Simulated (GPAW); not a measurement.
# TiC (Fm-3m) in GPAW: further runs

One crystal, TiC, is run at these levels: PBE; tasks: single point.

Program: GPAW 26.7.0. These are calculated values, not measurements. Logs are shortened: lines on timing, memory, paths and dates and some standing lists are left out, and cuts for length are marked. The log counts tension as positive stress, the text compression.

## 1. The structure

It takes space group Fm-3m (No. 225, cubic). The conventional cell has a = 4.331 Å, b = 4.331 Å, c = 4.331 Å, α = 90.00°, β = 90.00°, γ = 90.00°. Ti (site symmetry m-3m) is surrounded by 6 C at 2.17 Å. C (site symmetry m-3m) has 6 Ti at 2.17 Å as nearest neighbours.

The cell is a database's computed one.

## 2. Single point, PBE

run.py reads:

```python
from ase.dft.bandgap import bandgap
from ase.io import read, write
from ase.units import Bohr, GPa
from gpaw import GPAW, PW
from gpaw.elf import elf_from_dft_calculation

atoms = read('POSCAR')

calc = GPAW(mode=PW(800),
            xc='PBE',
            kpts={'size': (11, 11, 11), 'gamma': True},
            occupations={'name': 'methfessel-paxton', 'order': 0, 'width': 0.022},
            nbands=18,
            convergence={'density': 1e-05, 'energy': 1e-05},
            maxiter=150,
            txt='gpaw.txt')
atoms.calc = calc
energy = atoms.get_potential_energy()
forces = atoms.get_forces()
stress = atoms.get_stress()
calc.write('gs.gpw')
write('result.traj', atoms)
print(f'Energy: {energy:.6f} eV')
print('Forces (eV/A):')
print(forces.round(4))
print('Stress (GPa):', (stress / GPa).round(3))
print('Fermi level:', round(calc.get_fermi_level(), 4), 'eV')
print(f'Gap: {bandgap(calc)[0]:.4f} eV, direct: {bandgap(calc, direct=True)[0]:.4f} eV')

# fields on the real-space grid
write('density.cube', atoms, data=calc.get_pseudo_density() * Bohr**3)
write('potential.cube', atoms, data=calc.get_electrostatic_potential())
write('elf.cube', atoms, data=elf_from_dft_calculation(calc).data)
```

POSCAR reads:

```
TiC
1.0
    0.0000000000      2.1657188437      2.1657188437
    2.1657188437      0.0000000000      2.1657188437
    2.1657188437      2.1657188437      0.0000000000
Ti C
1 1
Direct
    0.0000000000      0.0000000000      0.0000000000
    0.5000000000      0.5000000000      0.5000000000
```

Potentials or basis: GPAW PAW data sets (gpaw-data 1.2.1), pw.

Run with:

```
OMP_NUM_THREADS=1 python run.py
```

gpaw.txt:

```text
__  _  _
 | _ |_)|_||  |
 |__||  | ||/\| - 26.7.0

Input parameters:
  mode=PW(ecut=800.0),
  convergence={'density': 1e-05, 'energy': 1e-05},
  kpts=MonkhorstPack(size=(11, 11, 11), gamma=True),
  maxiter=150,
  nbands=18,
  occupations=Occupations(name='methfessel-paxton', order=0, width=0.022),
  xc=XC(name='PBE')

Diagonalizing LCAO Hamiltonian
Converting LCAO to pw mode

              C

       Ti

Atoms  # Å, Bohr magnetons
|   | symbol |        x |        y |        z |    initial magnetic moments |
|---|--------|----------|----------|----------|-----------------------------|
| 0 |     Ti | 0.000000 | 0.000000 | 0.000000 | ( 0.0000,  0.0000,  0.0000) |
| 1 |      C | 2.165719 | 2.165719 | 2.165719 | ( 0.0000,  0.0000,  0.0000) |

Unit cell  # Å
| periodic |        x |        y |        z |  lengths |    angles |
|----------|----------|----------|----------|----------|-----------|
|      yes | 0.000000 | 2.165719 | 2.165719 | 3.062789 | 60.000000 |
|      yes | 2.165719 | 0.000000 | 2.165719 | 3.062789 | 60.000000 |
|      yes | 2.165719 | 2.165719 | 0.000000 | 3.062789 | 60.000000 |

Number of symmetries: 48
[... 51 lines left out ...]

BZ-sampling:
  Number of BZ points: 1331
  Number of IBZ points: 56

  Monkhorst-Pack size: [11, 11, 11]
  Monkhorst-Pack shift: [0, 0, 0]

K-points  # in reciprocal-cell coordinates
|     |                                coordinates |     weight |
|-----|--------------------------------------------|------------|
|   0 | (  0.00000000,   0.00000000,   0.00000000) | 0.00075131 |
|   1 | (  0.09090909,   0.09090909,   0.00000000) | 0.00450789 |
|   2 | (  0.09090909,   0.09090909,   0.09090909) | 0.00601052 |
|   3 | (  0.18181818,   0.09090909,   0.09090909) | 0.00901578 |
|   4 | (  0.18181818,   0.18181818,   0.00000000) | 0.00450789 |
|   5 | (  0.18181818,   0.18181818,   0.09090909) | 0.01803156 |
|   6 | (  0.18181818,   0.18181818,   0.18181818) | 0.00601052 |
|   7 | (  0.27272727,   0.18181818,   0.09090909) | 0.01803156 |
|   8 | (  0.27272727,   0.18181818,   0.18181818) | 0.01803156 |
|   9 | (  0.27272727,   0.27272727,   0.00000000) | 0.00450789 |
| ... |                                            |            |
|  55 | (  0.45454545,   0.45454545,   0.45454545) | 0.00601052 |

Plane wave coefficients: 1054
Cutoff: 800.0 eV

Spin-components: 1 (collinear spins)
Bands:           18
Projectors:      11
Spin-degeneracy: 2
Datatype:        complex128

Parallelization:
  kpt:    1
  domain: 1
  band:   1

Density:
  Valence electrons: 16.0
  Components: 1
  Grid points: [20 20 20]
  Charge: 0.0  # |e|

Potential:
  Grid points: [20 20 20]

species:
  Ti:
    name:    Titanium
    Z:       22.0
    valence: 12
    core:    10
    charge:  0.0  # [|e|]
    compensation charges:
      type: gauss
      rc: 0.38  # [Å]
      lmax: 2
    cutoffs:
      filter: 2.23  # [Å]
      core: 1.02  # [Å]
    projectors
    | kind |    occ | energy [eV] | rcut [Å] |
    |------|--------|-------------|----------|
    |   3s |  2.000 |     -62.623 |    1.270 |
    |   4s |  2.000 |      -4.466 |    1.270 |
    |   3p |  6.000 |     -38.862 |    1.058 |
    |   4p |  0.000 |      -1.466 |    1.058 |
    |   3d |  2.000 |      -4.258 |    1.058 |
    |    d |        |      22.953 |    1.058 |

    Using partial waves for Ti as LCAO basis

  C:
    name:    Carbon
    Z:       6.0
    valence: 4
    core:    2
    charge:  0.0  # [|e|]
    compensation charges:
      type: gauss
      rc: 0.20  # [Å]
      lmax: 2
    cutoffs:
      filter: 1.14  # [Å]
      core: 1.14  # [Å]
    projectors
    | kind |    occ | energy [eV] | rcut [Å] |
    |------|--------|-------------|----------|
    |   2s |  2.000 |     -13.751 |    0.635 |
    |   2p |  2.000 |      -5.284 |    0.635 |
    |    s |        |      13.461 |    0.635 |
    |    p |        |      21.927 |    0.635 |
    |    d |        |       0.000 |    0.635 |

    Using partial waves for C as LCAO basis

Reference energy: -24251.642397  # eV

eigensolver:
  PPCG
  Converge bands: occupied
  niter=2

density mixing:
  MSR1-Mixer
  Pratt-step length: 0.05
  Maximum mixing coefficient: 0.75
  Old densities: 10
  SVD Regularization: 0.005
  Good broyden scale: 1.0
  Trust region scale: 1.0
  Backstep threshold: 4.0
  History deletion threshold: 6.0
  Fourier metric: weight=20.0, sigma=0.015

occupation numbers:
  Methfessel-Paxton:
    width: 0.0220  # eV
    order: 0

poisson solver:
  ecut: 6400.0  # eV

xc functional:
  name: PBE with 2 nearest neighbor stencil

convergence criteria:
- Maximum integral of absolute [dens]ity change: 1e-05 electrons / valence electron
- Maximum [total energy] change in last 3 cyles: 1e-05 eV / valence electron
- Maximum integral of absolute [eigenst]ate change: 4e-08 eV^2 / valence electron
maximum number of iterations: 150

SCF iterations
|iter     | |      energy | eigst |  dens |
|---------|-|-------------|-------|-------|
|iter:   1| |  -19.854859 | -0.41 |       |
|iter:   2| |  -18.997484 | -2.51 | -0.79 |
|iter:   3| |  -17.574689 | -1.30 | -0.87 |
|iter:   4| |  -17.555334 | -2.76 | -1.57 |
|iter:   5| |  -17.566937 | -3.41 | -1.80 |
|iter:   6| |  -17.566797 | -4.04 | -2.42 |
|iter:   7| |  -17.566800c| -5.97 | -3.34 |
|iter:   8| |  -17.566801c| -6.55 | -3.69 |
|iter:   9| |  -17.566801c| -7.83c| -4.97 |
|iter:  10| |  -17.566801c| -8.53c| -5.40c|

Converged in 10 steps
Energy contributions relative to reference atoms: (reference = -24251.642397)

Energy contributions:
  Kinetic:          16.204965
  Coulomb:         -17.502669
  Zero:              0.110130
  External:          0.000000
  Xc:              -16.379105
  Entropy:          -0.000244
  Spinorbit:         0.000000
  ----------------------------
  Free energy:     -17.566923
  Extrapolated:    -17.566801

dipole moment: (-13.837841, -13.837841, -13.837841)  # |e|*Ang

Fermi level: 10.342
Eigenvalues  # (at kpt = [0.000, 0.000, 0.000])
| band index |      eig [eV] | occ [0-2] |
|------------|---------------|-----------|
|          0 |       -46.353 |     2.000 |
|          1 |       -22.398 |     2.000 |
|          2 |       -22.398 |     2.000 |
|          3 |       -22.398 |     2.000 |
|          4 |        -2.192 |     2.000 |
|          5 |        10.901 |     0.000 |
|          6 |        10.901 |     0.000 |
|          7 |        10.901 |     0.000 |
|          8 |        11.867 |     0.000 |
|          9 |        11.867 |     0.000 |
|         10 |        11.867 |     0.000 |
|         11 |        11.929 |     0.000 |
|         12 |        11.929 |     0.000 |
|        ... |               |           |
|         17 |        30.016 |     0.000 |

No gap
No difference between direct/indirect transitions

Forces  # eV/Ang
|        x |       y |        z |
|----------|---------|----------|
| -0.00000 | 0.00000 | -0.00000 |  # Ti   0
|  0.00000 | 0.00000 |  0.00000 |  # C    1

Stress tensor  # eV/Ang^3
|         x |         y |         z |
|-----------|-----------|-----------|
| -0.005810 |  0.000000 |  0.000000 |
|  0.000000 | -0.005810 |  0.000000 |
|  0.000000 |  0.000000 | -0.005810 |

# Writing to gs.gpw (mode='')
```

stdout:

```text
Energy: -17.566801 eV
Forces (eV/A):
[[-0.  0. -0.]
 [ 0.  0.  0.]]
Stress (GPa): [-0.931 -0.931 -0.931  0.     0.     0.   ]
Fermi level: 10.342 eV
Gap: 0.0000 eV, direct: 0.0000 eV
```

It took 18 s on 1 thread of Intel Xeon Platinum 8259CL at 2.50GHz (Skylake/Cascade Lake), shared host; peak memory 0.17 GiB.

Results:

| Item | Value |
| --- | --- |
| Free energy | -17.5669 eV |
| Pressure | 0.9 GPa |
| Band gap on the k mesh | none (metal or under the smearing width) |

Levels at points of the mesh, in eV from the Fermi level:
| k point | band 4 | band 5 | band 6 | band 7 | band 8 | band 9 | band 10 | band 11 | band 12 | band 13 |
| --- | --- | --- | --- | --- | --- | --- | --- | --- | --- | --- |
| (0.00, 0.00, 0.00) | -32.74 | -12.53 | 0.56 | 0.56 | 0.56 | 1.53 | 1.53 | 1.53 | 1.59 | 1.59 |

## 3. Single point, PBE

Edit run.py of step 2 so:

```diff
@@ -6,3 +6,3 @@
 
-atoms = read('POSCAR')
+atoms = read('TiC.xyz')
 
@@ -11,3 +11,3 @@
             kpts={'size': (11, 11, 11), 'gamma': True},
-            occupations={'name': 'methfessel-paxton', 'order': 0, 'width': 0.022},
+            occupations={'name': 'methfessel-paxton', 'order': 0, 'width': 0.023},
             nbands=18,
```

TiC.xyz reads:

```xyz
2
Lattice="0.0000000000 2.1657188437 2.1657188437 2.1657188437 0.0000000000 2.1657188437 2.1657188437 2.1657188437 0.0000000000" Properties=species:S:1:pos:R:3 pbc="T T T"
Ti     0.0000000000      0.0000000000      0.0000000000
C      2.1657188437      2.1657188437      2.1657188437
```

Potentials or basis: GPAW PAW data sets (gpaw-data 1.2.1), pw.

Run with:

```
OMP_NUM_THREADS=1 python run.py
```

Run time: 18 s. Hardware: 1 thread of Intel Xeon Platinum 8259CL at 2.50GHz (Skylake/Cascade Lake), shared host; peak memory 0.16 GiB.

Results (log left out):

```
Free energy            : -17.5669 eV
Pressure               : 0.9 GPa
Band gap on the k mesh : none (metal or under the smearing width)
```

Levels at points of the mesh, in eV from the Fermi level:
```csv
k point,band 4,band 5,band 6,band 7,band 8,band 9,band 10,band 11,band 12,band 13
"(0.00, 0.00, 0.00)",-32.74,-12.53,0.56,0.56,0.56,1.53,1.53,1.53,1.59,1.59
```

## 4. Single point, PBE

Edit run.py of step 3 so:

```diff
@@ -1,3 +1,4 @@
+from ase import Atoms
 from ase.dft.bandgap import bandgap
-from ase.io import read, write
+from ase.io import write
 from ase.units import Bohr, GPa
@@ -6,3 +7,9 @@
 
-atoms = read('TiC.xyz')
+atoms = Atoms(['Ti', 'C'],
+              cell=[[0.0, 2.1657188437, 2.1657188437],
+                    [2.1657188437, 0.0, 2.1657188437],
+                    [2.1657188437, 2.1657188437, 0.0]],
+              scaled_positions=[[0.0, 0.0, 0.0],
+                                [0.5, 0.5, 0.5]],
+              pbc=True)
 
@@ -11,3 +18,3 @@
             kpts={'size': (11, 11, 11), 'gamma': True},
-            occupations={'name': 'methfessel-paxton', 'order': 0, 'width': 0.023},
+            occupations={'name': 'methfessel-paxton', 'order': 0, 'width': 0.024},
             nbands=18,
```

Run with:

```
OMP_NUM_THREADS=1 python run.py
```

It took 18 s on 1 thread of Intel Xeon Platinum 8259CL at 2.50GHz (Skylake/Cascade Lake), shared host; peak memory 0.17 GiB.

Results (log left out):

```
Free energy            : -17.5669 eV
Pressure               : 0.9 GPa
Band gap on the k mesh : none (metal or under the smearing width)
```

Levels at points of the mesh, in eV from the Fermi level:
```csv
k point,band 6,band 7,band 8,band 9,band 10,band 11
"(0.00, 0.00, 0.00)",0.56,0.56,0.56,1.53,1.53,1.53
```

## 5. Single point, PBE

run.py reads:

```python
from ase.dft.bandgap import bandgap
from ase.io import read, write
from ase.units import GPa
from gpaw import GPAW, PW

atoms = read('TiC.xyz')

calc = GPAW(mode=PW(800),
            xc='PBE',
            kpts={'size': (11, 11, 11), 'gamma': True},
            occupations={'name': 'methfessel-paxton', 'order': 0, 'width': 0.025},
            nbands=18,
            convergence={'density': 1e-05, 'energy': 1e-05},
            maxiter=150,
            txt='gpaw.txt')
atoms.calc = calc
energy = atoms.get_potential_energy()
forces = atoms.get_forces()
stress = atoms.get_stress()
calc.write('gs.gpw')
write('result.traj', atoms)
print(f'Energy: {energy:.6f} eV')
print('Forces (eV/A):')
print(forces.round(4))
print('Stress (GPa):', (stress / GPa).round(3))
print('Fermi level:', round(calc.get_fermi_level(), 4), 'eV')
print(f'Gap: {bandgap(calc)[0]:.4f} eV, direct: {bandgap(calc, direct=True)[0]:.4f} eV')
```

TiC.xyz is that of step 3.

Run with:

```
OMP_NUM_THREADS=1 python run.py
```

Wall time 18 s (1 thread of Intel Xeon Platinum 8259CL at 2.50GHz (Skylake/Cascade Lake), shared host); peak memory 0.16 GiB.

The run converged. Its results:

```
Free energy            : -17.5670 eV
Pressure               : 0.9 GPa
Band gap on the k mesh : none (metal or under the smearing width)
```

Levels at points of the mesh, in eV from the Fermi level:
| k point | band 4 | band 5 | band 6 | band 7 | band 8 | band 9 | band 10 | band 11 | band 12 | band 13 |
| --- | --- | --- | --- | --- | --- | --- | --- | --- | --- | --- |
| (0.00, 0.00, 0.00) | -32.74 | -12.53 | 0.56 | 0.56 | 0.56 | 1.53 | 1.53 | 1.53 | 1.59 | 1.59 |

## 6. Single point, PBE

Edit run.py of step 5 so:

```diff
@@ -1,3 +1,4 @@
+from ase import Atoms
 from ase.dft.bandgap import bandgap
-from ase.io import read, write
+from ase.io import write
 from ase.units import GPa
@@ -5,3 +6,9 @@
 
-atoms = read('TiC.xyz')
+atoms = Atoms(['Ti', 'C'],
+              cell=[[0.0, 2.1657188437, 2.1657188437],
+                    [2.1657188437, 0.0, 2.1657188437],
+                    [2.1657188437, 2.1657188437, 0.0]],
+              scaled_positions=[[0.0, 0.0, 0.0],
+                                [0.5, 0.5, 0.5]],
+              pbc=True)
 
@@ -10,3 +17,3 @@
             kpts={'size': (11, 11, 11), 'gamma': True},
-            occupations={'name': 'methfessel-paxton', 'order': 0, 'width': 0.025},
+            occupations={'name': 'methfessel-paxton', 'order': 0, 'width': 0.026000000000000002},
             nbands=18,
```

Potentials or basis: GPAW PAW data sets (gpaw-data 1.2.1), pw.

Run with:

```
OMP_NUM_THREADS=1 python run.py
```

Wall time 18 s (1 thread of Intel Xeon Platinum 8259CL at 2.50GHz (Skylake/Cascade Lake), shared host); peak memory 0.16 GiB.

Results (log left out):

| Item | Value |
| --- | --- |
| Free energy | -17.5670 eV |
| Pressure | 0.9 GPa |
| Band gap on the k mesh | none (metal or under the smearing width) |

Levels at points of the mesh, in eV from the Fermi level:
| k point | band 4 | band 5 | band 6 | band 7 | band 8 | band 9 | band 10 | band 11 | band 12 | band 13 |
| --- | --- | --- | --- | --- | --- | --- | --- | --- | --- | --- |
| (0.00, 0.00, 0.00) | -32.74 | -12.53 | 0.56 | 0.56 | 0.56 | 1.53 | 1.53 | 1.53 | 1.59 | 1.59 |

## 7. Summary

```csv
smearing,gap on the mesh (eV),pressure (GPa)
gaussian 0.022 eV,none,0.9
gaussian 0.023 eV,none,0.9
gaussian 0.024 eV,none,0.9
gaussian 0.025 eV,none,0.9
gaussian 0.026 eV,none,0.9
```

Alike in all rows: task single point; level PBE; potentials or basis GPAW PAW data sets (gpaw-data 1.2.1), pw; no spin polarisation; cell as given; k mesh 11 × 11 × 11; cutoff (eV) 800.

Every run on the cell as given and a fine mesh finds a metal.

Absolute energies hang on the potentials; compare differences alone.
